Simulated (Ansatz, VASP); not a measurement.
# Zn: VASP beside Ansatz

File INCAR:

```
SYSTEM = Zn
ALGO = Normal
DIPOL = 0.5 0.5 0.500
EDIFF = 1E-7
ENCUT = 520
GGA = PE
IDIPOL = 3
ISIF = 2
ISMEAR = -1
LASPH = .True.
LCHARG = .False.
LDIPOL = .True.
LREAL = .False.
LWAVE = .False.
NBANDS = 51
NELM = 100
PREC = Accurate
SIGMA = 0.05
```

File KPOINTS:

```
k-points
0
Gamma
  11 11 1
  0 0 0
```

File POSCAR:

```
Zn
1.0
    2.6647980532      0.0000000000      0.0000000000
   -1.3323990266      2.3077828100      0.0000000000
    0.0000000000      0.0000000000     29.8401000000
Zn
7
Direct
    0.6666666667      0.3333333334      0.2513396403
    0.3333333333      0.6666666666      0.3342264269
    0.6666666667      0.3333333334      0.4171132134
    0.3333333333      0.6666666666      0.5000000000
    0.6666666667      0.3333333334      0.5828867866
    0.3333333333      0.6666666666      0.6657735731
    0.6666666667      0.3333333334      0.7486603597
```

input.yaml

```yaml
crystal:
  lattice:
    - [2.6647980532, 0.0, 0.0]
    - [-1.3323990266, 2.30778281, 0.0]
    - [0.0, 0.0, 29.8401]
  atoms:
    - { symbol: Zn, position: [0.6666666667, 0.3333333334, 0.2513396403] }
    - { symbol: Zn, position: [0.3333333333, 0.6666666666, 0.3342264269] }
    - { symbol: Zn, position: [0.6666666667, 0.3333333334, 0.4171132134] }
    - { symbol: Zn, position: [0.3333333333, 0.6666666666, 0.5] }
    - { symbol: Zn, position: [0.6666666667, 0.3333333334, 0.5828867866] }
    - { symbol: Zn, position: [0.3333333333, 0.6666666666, 0.6657735731] }
    - { symbol: Zn, position: [0.6666666667, 0.3333333334, 0.7486603597] }
hamiltonian:
  xc: pbe
  pseudopotentials: { kind: paw }
kpoints:
  mp_grid: { grid: [11, 11, 1] }
scf:
  occupations: { method: fermi_dirac, width: 0.05 }
output:
  forces: true
  eigenvalues: true
efield:
  axis: 3
  dipole_correction: true
  ramp_width: 0.04
```

Alike in both runs: task single point; functional PBE; k mesh 11 × 11 × 1; occupations fermi-dirac, width 0.05 eV; no spin polarisation.

```csv
,VASP,Ansatz
version,VASP 6.6.1,Ansatz 0.2.0
potentials or method,"VASP PAW PBE potentials, release 64 (Zn)",Ansatz PAW
plane-wave cutoff (eV),520,420
valence electrons in the cell,84,84
```

Ansatz gave:

```
gap on the k mesh at the Fermi level (eV)  : none
rms of the force components (eV/Å)         : 0.056
work function, face that differs most (eV) : 4.16
```

Question: What did VASP give for the same quantities?

Answer: gap on the k mesh at the Fermi level (eV): none; rms of the force components (eV/Å): 0.057; work function, face that differs most (eV): 4.07.

Atom by atom the forces differ by 0.002 eV/Å (rms over components). A gap of «none» marks a metal or a gap that the smearing closes.
